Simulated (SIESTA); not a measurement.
PbO (Litharge):

```
CELL_PARAMETERS angstrom
3.99000 0.00000 0.00000
0.00000 3.99000 0.00000
0.00000 0.00000 5.01000
ATOMIC_POSITIONS crystal
Pb 0.50000 0.00000 0.76000
Pb 0.00000 0.50000 0.24000
O 0.50000 0.50000 0.00000
O 0.00000 0.00000 0.00000
```

| Quantity | Value |
| --- | --- |
| Program | SIESTA 5.4.2 |
| Task | single point |
| Functional | PBEsol |
| Potentials or basis | PseudoDojo 0.4 standard (PBEsol files) |
| Basis | DZP (energy shift 0.003 Ry; two zetas on semicore shells) |
| Grid cutoff | 800 Ry |
| Energy shift | 0.003 Ry |
| k mesh | 7 × 7 × 6 |
| Occupations | fermi-dirac, width 0.05 eV |
| Spin | no spin polarisation |

On this cell: pressure 1.9 GPa; largest force 0.139 eV/Å; band gap on the k mesh 1.32 eV, indirect (least direct gap 2.21 eV).

The same run follows on a disturbed copy (atoms moved at random, drawn with an rms of 0.05 Å):

```
Pb O
1.0
     3.99000    0.00000    0.00000
     0.00000    3.99000    0.00000
     0.00000    0.00000    5.01000
Pb O
2 2
Direct
  0.50251 0.00029 0.76407
  0.98947 0.50782 0.24743
  0.49476 0.50656 0.99778
  0.99373 0.01242 0.00824
```

Question: What does the disturbed cell give?

Answer: The energy moves by +3.7 meV/atom; pressure 1.5 GPa; largest force 0.323 eV/Å; band gap on the k mesh 1.27 eV, indirect (least direct gap 2.18 eV).

Forces in eV/Å, atoms in the order of the input:
```
Pb  -0.212  0.186 -0.142
Pb   0.142  0.046 -0.104
O   -0.076 -0.055  0.309
O    0.147 -0.177 -0.064
```

Stress tensor (GPa, compression positive):
```
 1.13 -0.01  0.72
-0.01  2.93 -0.23
 0.72 -0.23  0.58
```

Caveats: spin-orbit coupling is left out, which as a rule narrows the gap of such compounds by several tenths of an eV; an odd mesh through Γ misses points on the zone boundary, where band edges often lie; the basis of atomic orbitals isn't converged, which shifts pressures, moduli and gaps.
